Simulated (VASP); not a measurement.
# Cs (Im-3m) in VASP: further runs

Runs on Cs. Level: PBE. Tasks: single point.

Program: VASP 6.6.1. These are calculated values, not measurements. Logs are shortened: lines on timing, memory, paths and dates and some standing lists are left out, and cuts for length are marked.

## (1) The crystal as given

It takes space group Im-3m (No. 229, cubic). Conventional cell: a = 6.257 Å, b = 6.257 Å, c = 6.257 Å, α = 90.00°, β = 90.00°, γ = 90.00°.

## (2) Single point, PBE

INCAR reads:

```
ADDGRID  = False        
ALGO     = Normal         # electronic algorithm
EDIFF    = 1E-6           # SCF threshold, eV
ENCUT    = 450            # plane-wave cutoff, eV
GGA      = PE             # functional
ISIF     = 2              # what is computed and relaxed
ISMEAR   = 0              # smearing method
LASPH    = True           # aspherical terms in the spheres
LCHARG   = False          # write CHGCAR
LREAL    = False          # projectors in reciprocal space
LWAVE    = False          # write WAVECAR
NBANDS   = 10             # bands
NELM     = 100            # most SCF steps
PREC     = Accurate       # precision mode
SIGMA    = 0.05           # smearing width, eV
```

KPOINTS reads:

```
k-points
0
Gamma
  9 9 9
```

POSCAR reads:

```
Cs
1.0
   -3.1284650614      3.1284650614      3.1284650614
    3.1284650614     -3.1284650614      3.1284650614
    3.1284650614      3.1284650614     -3.1284650614
Cs
1
Direct
    0.0000000000      0.0000000000      0.0000000000
```

Potentials or basis: VASP PAW PBE potentials, release 64 (Cs_sv).

Started as:

```console
cat potpaw_PBE.64/Cs_sv/POTCAR > POTCAR
mpirun -np 1 vasp_std > vasp.out
```

OUTCAR:

```text
EDIFF = 1E-6
   ENCUT = 450
   GGA = PE
   ISIF = 2
   ISMEAR = 0
   LASPH = True
   LREAL = False
   NELM = 100
   PREC = Accurate

 Found     35 irreducible k-points:

 Following reciprocal coordinates:
            Coordinates               Weight
  0.000000  0.000000  0.000000      1.000000
  0.111111  0.000000  0.000000     12.000000
  0.222222  0.000000  0.000000     12.000000
  0.333333  0.000000  0.000000     12.000000
  0.444444  0.000000  0.000000     12.000000
  0.111111  0.111111  0.000000     24.000000
   k-points           NKPTS =     35   k-points in BZ     NKDIM =     35   number of bands    NBANDS=     10
   number of dos      NEDOS =    301   number of ions     NIONS =      1
   total plane-waves  NPLWV =  64000
   dimension x,y,z NGX =    40 NGY =   40 NGZ =   40
   dimension x,y,z NGXF=    80 NGYF=   80 NGZF=   80
   ions per type =               1
   NGX,Y,Z   is equivalent  to a cutoff of  12.27, 12.27, 12.27 a.u.
   NGXF,Y,Z  is equivalent  to a cutoff of  24.54, 24.54, 24.54 a.u.
 SYSTEM =  unknown system
   PREC   = accura    normal or accurate (medium, high low for compatibility)
   ISTART =      0    job   : 0-new  1-cont  2-samecut
   ICHARG =      2    charge: 1-file 2-atom 10-const
   ISPIN  =      1    spin polarized calculation?
   LNONCOLLINEAR =      F non collinear calculations
   LSORBIT =      F    spin-orbit coupling
   LASPH  =      T    aspherical Exc in radial PAW
   ENCUT  =  450.0 eV  33.07 Ry    5.75 a.u.   9.37  9.37  9.37*2*pi/ulx,y,z
   NELM   =    100;   NELMIN=  2; NELMDL= -5     # of ELM steps
   EDIFF  = 0.1E-05   stopping-criterion for ELM
   LREAL  =      F    real-space projection
   EDIFFG = 0.1E-04   stopping-criterion for IOM
   NSW    =      0    number of steps for IOM
   IBRION =     -1    ionic relax: 0-MD 1-quasi-New 2-CG
   NFREE  =      0    steps in history (QN), initial steepest desc. (CG)
   ISIF   =      2    stress and relaxation
   ISYM   =      2    0-nonsym 1-usesym 2-fastsym
   POTIM  = 0.5000    time-step for ionic-motion
   TEBEG  =    0.0;   TEEND  =   0.0 temperature during run
   PSTRESS=    0.0 pullay stress
   NELECT =       9.0000    total number of electrons
   NUPDOWN=      -1.0000    fix difference up-down
   EMIN   =  10.00;   EMAX   =-10.00  energy-range for DOS
   EFERMI =   0.00;   METHOD = LEGACY
   ISMEAR =     0;   SIGMA  =   0.05  broadening in eV -4-tet -1-fermi 0-gaus
   EFERMI_NEDOS =   21; number of points for ismear=-14 and -15
   IALGO  =     38    algorithm
   IMIX   =      4    mixing-type and parameters
     AMIX     =   0.40;   BMIX     =  1.00
     AMIX_MAG =   1.60;   BMIX_MAG =  1.00
  volume/ion in A,a.u.               =     122.48       826.51
  Fermi-wavevector in a.u.,A,eV,Ry     =   0.685706  1.295796  6.397353  0.470192
  Thomas-Fermi vector in A             =   1.765724
   LORBIT       =      0    0 simple, 1 ext, 2 COOP (PROOUT), +10 PAW based schemes
   GGA     = PE    functional components
   LHFCALC =     F    Hartree Fock is set to
   AEXX    =    0.0000 exact exchange contribution
   IVDW    =     0    specifies the selected vdW correction
   LEPSILON=     F    determine dielectric tensor
   LRPA    =     F    only Hartree local field effects (RPA)
 non-spin polarized calculation
 Gauss-broadening in eV      SIGMA  =   0.05
  energy-cutoff  :      450.00
  volume of cell :      122.48
 maximum number of plane-waves:      2676
 NGX is ok and might be reduce to    40
   NGX = 19   NGY = 19   NGZ = 19

 number of electron       8.9999999 magnetization

 Free energy of the ion-electron system (eV)
  ---------------------------------------------------
  ext. energy  EPLUGINS =         0.00000000
  ---------------------------------------------------
  free energy    TOTEN  =        -0.85145061 eV

  energy without entropy =       -0.84942631  energy(sigma->0) =       -0.85043846

 E-fermi :   0.3000     XC(G=0):  -5.2523

 val. band max:        0.2859383295   @ k =  -0.3333   0.4444   0.1111
 cond. band min:       0.3651949100   @ k =  -0.4444   0.4444   0.1111
 fundamental gap:      0.0792565805
 Fermi energy:         0.3000345570

 k-point     1 :       0.0000    0.0000    0.0000
  band No.  band energies     occupation
      1     -23.5943      2.00000
      2     -10.3463      2.00000
      3     -10.3463      2.00000
      4     -10.3463      2.00000
      5      -1.3133      2.00000
      6       2.7550      0.00000
      7       2.7550      0.00000
      8       2.7550      0.00000
      9       3.5677      0.00000
     10       3.5677      0.00000

 k-point     2 :       0.1111    0.0000    0.0000
  band No.  band energies     occupation
      1     -23.5937      2.00000
      2     -10.3596      2.00000
      3     -10.3507      2.00000
      4     -10.3463      2.00000
      5      -1.1855      2.00000
      6       2.6193      0.00000
      7       2.6208      0.00000
      8       2.8820      0.00000
      9       3.3916      0.00000
     10       3.5468      0.00000

 k-point     3 :       0.2222    0.0000    0.0000
  band No.  band energies     occupation
      1     -23.5923      2.00000
      2     -10.3927      2.00000
      3     -10.3617      2.00000
      4     -10.3463      2.00000
      5      -0.8225      2.00000
      6       2.1523      0.00000
      7       2.3446      0.00000
      8       3.2561      0.00000
      9       3.3917      0.00000
     10       3.5505      0.00000

 k-point     4 :       0.3333    0.0000    0.0000
  band No.  band energies     occupation
      1     -23.5906      2.00000
      2     -10.4295      2.00000
      3     -10.3742      2.00000
      4     -10.3463      2.00000
      5      -0.2913      2.00000
      6       1.6319      0.00000
      7       2.1014      0.00000
      8       3.4900      0.00000
      9       3.6696      0.00000
     10       3.8554      0.00000

 k-point     5 :       0.4444    0.0000    0.0000
  band No.  band energies     occupation
      1     -23.5895      2.00000
      2     -10.4531      2.00000
      3     -10.3822      2.00000
      4     -10.3463      2.00000
      5       0.2451      1.87979
      6       1.2049      0.00000
      7       1.9670      0.00000
      8       3.4151      0.00000
      9       3.9120      0.00000
     10       4.6231      0.00000

 k-point     6 :       0.1111    0.1111    0.0000
  band No.  band energies     occupation
      1     -23.5927      2.00000
      2     -10.3824      2.00000
      3     -10.3555      2.00000
      4     -10.3495      2.00000
      5      -0.9394      2.00000
      6       2.3284      0.00000
      7       2.3981      0.00000
      8       3.1310      0.00000
      9       3.2498      0.00000
     10       3.6602      0.00000

 [... further k-points ...]
[... 5 lines left out ...]
  --------------------------------------------------------------------------------------
  -------------------------------------------------------------------------------------
  Total       -0.0701349     -0.0701349     -0.0701349      0.0000000      0.0000000      0.0000000
  in kB       -0.9174673     -0.9174673     -0.9174673      0.0000000      0.0000000      0.0000000
  external PRESSURE =      -0.9174673 kB  Pullay stress =       0.0000000 kB

 VOLUME and BASIS-vectors are now :
 -----------------------------------------------------------------------------
  energy-cutoff  :      450.00
  volume of cell :      122.48
      direct lattice vectors                 reciprocal lattice vectors
    -3.128465061  3.128465061  3.128465061     0.000000000  0.159822785  0.159822785
     3.128465061 -3.128465061  3.128465061     0.159822785  0.000000000  0.159822785
     3.128465061  3.128465061 -3.128465061     0.159822785  0.159822785  0.000000000

 POSITION                                       TOTAL-FORCE (eV/Angst)
 -----------------------------------------------------------------------------------
      0.00000      0.00000      0.00000        -0.000000      0.000000     -0.000000
 -----------------------------------------------------------------------------------
    total drift:                               -0.000000     -0.000000     -0.000000

  FREE ENERGIE OF THE ION-ELECTRON SYSTEM (eV)
  ---------------------------------------------------
  free  energy   TOTEN  =        -0.8514506138 eV

  energy  without entropy=       -0.8494263070  energy(sigma->0) =       -0.85043846
```

Run time: 19 s. Hardware: 1 thread of Intel Xeon Platinum 8375C at 2.90GHz (Ice Lake), shared host; peak memory 0.23 GiB.

The run converged, but some of its settings lie outside the range that counts as converged, so its numbers aren't taken as properties of the crystal.

Results:

- Free energy: -0.8515 eV
- Pressure: -0.1 GPa
- Band gap on the k mesh: none (metal or under the smearing width)

## (3) Single point, PBE

Edit INCAR of step 2 so:

```diff
@@ -14,2 +14,2 @@
 PREC     = Accurate       # precision mode
-SIGMA    = 0.05           # smearing width, eV
+SIGMA    = 0.02           # smearing width, eV
```

KPOINTS is that of step 2.

POSCAR is that of step 2.

Potentials or basis: VASP PAW PBE potentials, release 64 (Cs_sv).

Started as:

```console
cat potpaw_PBE.64/Cs_sv/POTCAR > POTCAR
mpirun -np 1 vasp_std > vasp.out
```

OUTCAR:

```text
EDIFF = 1E-6
   ENCUT = 450
   GGA = PE
   ISIF = 2
   ISMEAR = 0
   LASPH = True
   LREAL = False
   NELM = 100
   PREC = Accurate

 Found     35 irreducible k-points:

 Following reciprocal coordinates:
            Coordinates               Weight
  0.000000  0.000000  0.000000      1.000000
  0.111111  0.000000  0.000000     12.000000
  0.222222  0.000000  0.000000     12.000000
  0.333333  0.000000  0.000000     12.000000
  0.444444  0.000000  0.000000     12.000000
  0.111111  0.111111  0.000000     24.000000
   k-points           NKPTS =     35   k-points in BZ     NKDIM =     35   number of bands    NBANDS=     10
   number of dos      NEDOS =    301   number of ions     NIONS =      1
   total plane-waves  NPLWV =  64000
   dimension x,y,z NGX =    40 NGY =   40 NGZ =   40
   dimension x,y,z NGXF=    80 NGYF=   80 NGZF=   80
   ions per type =               1
   NGX,Y,Z   is equivalent  to a cutoff of  12.27, 12.27, 12.27 a.u.
   NGXF,Y,Z  is equivalent  to a cutoff of  24.54, 24.54, 24.54 a.u.
 SYSTEM =  unknown system
   PREC   = accura    normal or accurate (medium, high low for compatibility)
   ISTART =      0    job   : 0-new  1-cont  2-samecut
   ICHARG =      2    charge: 1-file 2-atom 10-const
   ISPIN  =      1    spin polarized calculation?
   LNONCOLLINEAR =      F non collinear calculations
   LSORBIT =      F    spin-orbit coupling
   LASPH  =      T    aspherical Exc in radial PAW
   ENCUT  =  450.0 eV  33.07 Ry    5.75 a.u.   9.37  9.37  9.37*2*pi/ulx,y,z
   NELM   =    100;   NELMIN=  2; NELMDL= -5     # of ELM steps
   EDIFF  = 0.1E-05   stopping-criterion for ELM
   LREAL  =      F    real-space projection
   EDIFFG = 0.1E-04   stopping-criterion for IOM
   NSW    =      0    number of steps for IOM
   IBRION =     -1    ionic relax: 0-MD 1-quasi-New 2-CG
   NFREE  =      0    steps in history (QN), initial steepest desc. (CG)
   ISIF   =      2    stress and relaxation
   ISYM   =      2    0-nonsym 1-usesym 2-fastsym
   POTIM  = 0.5000    time-step for ionic-motion
   TEBEG  =    0.0;   TEEND  =   0.0 temperature during run
   PSTRESS=    0.0 pullay stress
   NELECT =       9.0000    total number of electrons
   NUPDOWN=      -1.0000    fix difference up-down
   EMIN   =  10.00;   EMAX   =-10.00  energy-range for DOS
   EFERMI =   0.00;   METHOD = LEGACY
   ISMEAR =     0;   SIGMA  =   0.02  broadening in eV -4-tet -1-fermi 0-gaus
   EFERMI_NEDOS =   21; number of points for ismear=-14 and -15
   IALGO  =     38    algorithm
   IMIX   =      4    mixing-type and parameters
     AMIX     =   0.40;   BMIX     =  1.00
     AMIX_MAG =   1.60;   BMIX_MAG =  1.00
  volume/ion in A,a.u.               =     122.48       826.51
  Fermi-wavevector in a.u.,A,eV,Ry     =   0.685706  1.295796  6.397353  0.470192
  Thomas-Fermi vector in A             =   1.765724
   LORBIT       =      0    0 simple, 1 ext, 2 COOP (PROOUT), +10 PAW based schemes
   GGA     = PE    functional components
   LHFCALC =     F    Hartree Fock is set to
   AEXX    =    0.0000 exact exchange contribution
   IVDW    =     0    specifies the selected vdW correction
   LEPSILON=     F    determine dielectric tensor
   LRPA    =     F    only Hartree local field effects (RPA)
 non-spin polarized calculation
 Gauss-broadening in eV      SIGMA  =   0.02
  energy-cutoff  :      450.00
  volume of cell :      122.48
 maximum number of plane-waves:      2676
 NGX is ok and might be reduce to    40
   NGX = 19   NGY = 19   NGZ = 19

 number of electron       8.9999999 magnetization

 Free energy of the ion-electron system (eV)
  ---------------------------------------------------
  ext. energy  EPLUGINS =         0.00000000
  ---------------------------------------------------
  free energy    TOTEN  =        -0.85036288 eV

  energy without entropy =       -0.84967692  energy(sigma->0) =       -0.85001990

 E-fermi :   0.2916     XC(G=0):  -5.2523

 val. band max:        0.2859412309   @ k =  -0.3333   0.4444   0.1111
 cond. band min:       0.3651964328   @ k =  -0.4444   0.4444   0.1111
 fundamental gap:      0.0792552019
 Fermi energy:         0.2916347053

 k-point     1 :       0.0000    0.0000    0.0000
  band No.  band energies     occupation
      1     -23.5943      2.00000
      2     -10.3463      2.00000
      3     -10.3463      2.00000
      4     -10.3463      2.00000
      5      -1.3132      2.00000
      6       2.7550      0.00000
      7       2.7550      0.00000
      8       2.7550      0.00000
      9       3.5677      0.00000
     10       3.5677      0.00000

 k-point     2 :       0.1111    0.0000    0.0000
  band No.  band energies     occupation
      1     -23.5937      2.00000
      2     -10.3596      2.00000
      3     -10.3507      2.00000
      4     -10.3463      2.00000
      5      -1.1855      2.00000
      6       2.6193      0.00000
      7       2.6208      0.00000
      8       2.8820      0.00000
      9       3.3916      0.00000
     10       3.5468      0.00000

 k-point     3 :       0.2222    0.0000    0.0000
  band No.  band energies     occupation
      1     -23.5923      2.00000
      2     -10.3927      2.00000
      3     -10.3617      2.00000
      4     -10.3463      2.00000
      5      -0.8225      2.00000
      6       2.1523      0.00000
      7       2.3446      0.00000
      8       3.2561      0.00000
      9       3.3917      0.00000
     10       3.5505      0.00000

 k-point     4 :       0.3333    0.0000    0.0000
  band No.  band energies     occupation
      1     -23.5906      2.00000
      2     -10.4295      2.00000
      3     -10.3742      2.00000
      4     -10.3463      2.00000
      5      -0.2913      2.00000
      6       1.6319      0.00000
      7       2.1014      0.00000
      8       3.4900      0.00000
      9       3.6696      0.00000
     10       3.8554      0.00000

 k-point     5 :       0.4444    0.0000    0.0000
  band No.  band energies     occupation
      1     -23.5895      2.00000
      2     -10.4531      2.00000
      3     -10.3822      2.00000
      4     -10.3463      2.00000
      5       0.2451      1.99900
      6       1.2049      0.00000
      7       1.9670      0.00000
      8       3.4151      0.00000
      9       3.9120      0.00000
     10       4.6231      0.00000

 k-point     6 :       0.1111    0.1111    0.0000
  band No.  band energies     occupation
      1     -23.5927      2.00000
      2     -10.3824      2.00000
      3     -10.3555      2.00000
      4     -10.3495      2.00000
      5      -0.9394      2.00000
      6       2.3283      0.00000
      7       2.3981      0.00000
      8       3.1310      0.00000
      9       3.2499      0.00000
     10       3.6602      0.00000

 [... further k-points ...]
[... 5 lines left out ...]
  --------------------------------------------------------------------------------------
  -------------------------------------------------------------------------------------
  Total       -0.0703167     -0.0703167     -0.0703167      0.0000000      0.0000000     -0.0000000
  in kB       -0.9198466     -0.9198466     -0.9198466      0.0000000      0.0000000     -0.0000000
  external PRESSURE =      -0.9198466 kB  Pullay stress =       0.0000000 kB

 VOLUME and BASIS-vectors are now :
 -----------------------------------------------------------------------------
  energy-cutoff  :      450.00
  volume of cell :      122.48
      direct lattice vectors                 reciprocal lattice vectors
    -3.128465061  3.128465061  3.128465061     0.000000000  0.159822785  0.159822785
     3.128465061 -3.128465061  3.128465061     0.159822785  0.000000000  0.159822785
     3.128465061  3.128465061 -3.128465061     0.159822785  0.159822785  0.000000000

 POSITION                                       TOTAL-FORCE (eV/Angst)
 -----------------------------------------------------------------------------------
      0.00000      0.00000      0.00000        -0.000000     -0.000000      0.000000
 -----------------------------------------------------------------------------------
    total drift:                               -0.000000      0.000000     -0.000000

  FREE ENERGIE OF THE ION-ELECTRON SYSTEM (eV)
  ---------------------------------------------------
  free  energy   TOTEN  =        -0.8503628832 eV

  energy  without entropy=       -0.8496769244  energy(sigma->0) =       -0.85001990
```

Wall time 17 s (1 thread of Intel Xeon Platinum 8375C at 2.90GHz (Ice Lake), shared host); peak memory 0.23 GiB.

These settings aren't checked as converged: the numbers below hold their error.

Results:

- Free energy: -0.8504 eV
- Pressure: -0.1 GPa
- Band gap on the k mesh: none (metal or under the smearing width)

[end of part 1 of 2]
